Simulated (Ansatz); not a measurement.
**How far is PAW off for Bi₂Se₃?**

```
Bi Se
1.0
     2.09221    1.20794    9.54533
    -2.09221    1.20794    9.54533
     0.00000   -2.41588    9.54533
Bi Se
2 3
Direct
  0.40080 0.40080 0.40080
  0.59920 0.59920 0.59920
  0.00000 0.00000 0.00000
  0.21170 0.21170 0.21170
  0.78830 0.78830 0.78830
```

Atom numbers follow the list: Bi1, Bi2, Se3, Se4, Se5.

The conventional cell has a = 4.184 Å, b = 4.184 Å, c = 28.636 Å, α = 90.00°, β = 90.00°, γ = 120.00°. Bi (atom 1) has 6 Se at 2.87 to 3.09 Å as nearest neighbours. Se (atom 3) has 6 Bi at 3.09 Å as nearest neighbours. Around Se (atom 4) lie 3 Bi at 2.87 Å.

The cell is COD entry 9011965, as deposited and not checked against the literature; nothing was relaxed. The listed cell was then made from it by scaling, straining or moving an atom.

Spin–orbit coupling is left out, though it moves levels of the heavy atoms by tenths of an eV or more.

Methods: DFT, PBE, PAW with Ansatz's default frozen-core files, scalar-relativistic (Ansatz 0.2.0); DFT, PBE, all-electron PAW with datasets made for the crystal, scalar-relativistic (Ansatz 0.2.0); DFT, PBE, all-electron LAPW, scalar-relativistic (Ansatz 0.2.0).

For PAW: a Γ-centred 6×6×6 k mesh, Fermi–Dirac smearing of 0.03 eV, cutoff 420 eV, no spin polarisation. The crystal-made all-electron datasets (AE datasets) take a cutoff of 240 eV at this cell. LAPW targets a basis error of 0.5 meV/atom. The Ansatz runs share mesh, smearing and spin set-up. Plane-wave (PAW) pressures include the program's estimate of the Pulay term.

Stress and pressure are positive in compression.

The change that made this cell: equal xx and yy strain of +1 %.

```json
{"quantity": "pressure (GPa)", "PAW": "1.22", "AE datasets": "1.23", "LAPW": "1.23"}
{"quantity": "stress xx (GPa)", "PAW": "1.07", "AE datasets": "1.08", "LAPW": "1.08"}
{"quantity": "stress zz (GPa)", "PAW": "1.53", "AE datasets": "1.53", "LAPW": "1.53"}
{"quantity": "force on Bi1, z (eV/Å)", "PAW": "-0.112", "AE datasets": "-0.112", "LAPW": "-0.112"}
{"quantity": "force on Se4, z (eV/Å)", "PAW": "-0.045", "AE datasets": "-0.046", "LAPW": "-0.046"}
{"quantity": "band gap (eV)", "PAW": "0.204", "AE datasets": "0.205", "LAPW": "0.205"}
```
